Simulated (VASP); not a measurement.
A run of VASP 6.6.1 is set up as follows.

POSCAR

```
TiS2                                    
1.0
    3.3579583026      0.0000000000      0.0000000000
   -1.6789791513      2.9080771971      0.0000000000
    0.0000000000      0.0000000000      5.5178198500
  Ti              S             
     1     2
Direct
     0.0000000000000000    0.0000000000000000    0.0000000000000000
     0.3333333300000021    0.6666666699999979    0.2590587471819887
     0.6666666699999979    0.3333333300000021    0.7409412528180113
```

File INCAR.step1:

```
PREC = Accurate
ENCUT = 520
EDIFF = 1E-5
ISMEAR = 0
SIGMA = 0.02
LREAL = False
LASPH = True
NELM = 100
ALGO = Normal
ISIF = 2
LWAVE = True
LCHARG = False
LMAXMIX = 4
NBANDS = 19
GGA = PE
```

INCAR.step2

```
PREC = Accurate
ENCUT = 520
EDIFF = 1E-7
ISMEAR = 0
SIGMA = 0.02
LREAL = False
LASPH = True
NELM = 100
ALGO = Normal
ISIF = 2
LWAVE = False
LCHARG = False
LMAXMIX = 4
METAGGA = MBJ
NBANDS = 19
ISTART = 1
```

File KPOINTS:

```
Automatic mesh
0
Gamma
  12 12 6
```

KPOINTS_OPT

```
path GMKGALHA,LM,KH
20
line-mode
reciprocal
 0.0000000000  0.0000000000  0.0000000000  G
 0.5000000000  0.0000000000  0.0000000000  M

 0.5000000000  0.0000000000  0.0000000000  M
 0.3333333333  0.3333333333  0.0000000000  K

 0.3333333333  0.3333333333  0.0000000000  K
 0.0000000000  0.0000000000  0.0000000000  G

 0.0000000000  0.0000000000  0.0000000000  G
 0.0000000000  0.0000000000  0.5000000000  A

 0.0000000000  0.0000000000  0.5000000000  A
 0.5000000000  0.0000000000  0.5000000000  L

 0.5000000000  0.0000000000  0.5000000000  L
 0.3333333333  0.3333333333  0.5000000000  H

 0.3333333333  0.3333333333  0.5000000000  H
 0.0000000000  0.0000000000  0.5000000000  A

 0.5000000000  0.0000000000  0.5000000000  L
 0.5000000000  0.0000000000  0.0000000000  M

 0.3333333333  0.3333333333  0.0000000000  K
 0.3333333333  0.3333333333  0.5000000000  H
```

Potentials or basis: VASP PAW PBE potentials, release 64 (Ti_sv, S).

Run with:

```bash
$ cat potpaw_PBE.64/Ti_sv/POTCAR potpaw_PBE.64/S/POTCAR > POTCAR
$ cp INCAR.step1 INCAR
$ mpirun -np 1 vasp_std > vasp.out
$ cp INCAR.step2 INCAR
$ mpirun -np 1 vasp_std > vasp.out
```

**Question.** Predict the band gap on the k mesh.

**Answer.** 0.20 eV, indirect (least direct gap 0.77 eV).

**Question.** What does it give for the band gap along the path?

**Answer.** 0.20 eV, indirect (least direct gap 0.77 eV).

Levels at the corners of the path, in eV from the valence-band top:
| point | band 8 | band 9 | band 10 | band 11 | band 12 | band 13 | band 14 | band 15 | band 16 | band 17 |
| --- | --- | --- | --- | --- | --- | --- | --- | --- | --- | --- |
| Γ | -3.05 | -3.05 | -0.07 | -0.07 | 0.00 | 0.77 | 0.77 | 1.20 | 3.34 | 3.34 |
| M | -3.80 | -3.01 | -2.93 | -2.91 | -1.79 | 0.45 | 1.83 | 2.35 | 3.58 | 3.82 |
| M | -3.80 | -3.01 | -2.93 | -2.91 | -1.79 | 0.45 | 1.83 | 2.35 | 3.58 | 3.82 |
| K | -4.30 | -4.30 | -2.78 | -2.78 | -2.46 | 1.60 | 2.07 | 2.07 | 2.85 | 2.85 |
| K | -4.30 | -4.30 | -2.78 | -2.78 | -2.46 | 1.60 | 2.07 | 2.07 | 2.85 | 2.85 |
| Γ | -3.05 | -3.05 | -0.07 | -0.07 | 0.00 | 0.77 | 0.77 | 1.20 | 3.34 | 3.34 |
| Γ | -3.05 | -3.05 | -0.07 | -0.07 | 0.00 | 0.77 | 0.77 | 1.20 | 3.34 | 3.34 |
| A | -2.99 | -2.99 | -2.78 | -0.31 | -0.31 | 0.75 | 0.75 | 1.88 | 3.72 | 3.72 |
| A | -2.99 | -2.99 | -2.78 | -0.31 | -0.31 | 0.75 | 0.75 | 1.88 | 3.72 | 3.72 |
| L | -4.72 | -3.16 | -3.04 | -1.34 | -1.25 | 0.20 | 1.80 | 2.29 | 3.25 | 4.17 |
| L | -4.72 | -3.16 | -3.04 | -1.34 | -1.25 | 0.20 | 1.80 | 2.29 | 3.25 | 4.17 |
| H | -4.55 | -3.85 | -3.29 | -2.43 | -2.43 | 1.61 | 1.75 | 1.75 | 3.61 | 3.61 |
| H | -4.55 | -3.85 | -3.29 | -2.43 | -2.43 | 1.61 | 1.75 | 1.75 | 3.61 | 3.61 |
| A | -2.99 | -2.99 | -2.78 | -0.31 | -0.31 | 0.75 | 0.75 | 1.88 | 3.72 | 3.72 |
| L | -4.72 | -3.16 | -3.04 | -1.34 | -1.25 | 0.20 | 1.80 | 2.29 | 3.25 | 4.17 |
| M | -3.80 | -3.01 | -2.93 | -2.91 | -1.79 | 0.45 | 1.83 | 2.35 | 3.58 | 3.82 |
| K | -4.30 | -4.30 | -2.78 | -2.78 | -2.46 | 1.60 | 2.07 | 2.07 | 2.85 | 2.85 |
| H | -4.55 | -3.85 | -3.29 | -2.43 | -2.43 | 1.61 | 1.75 | 1.75 | 3.61 | 3.61 |
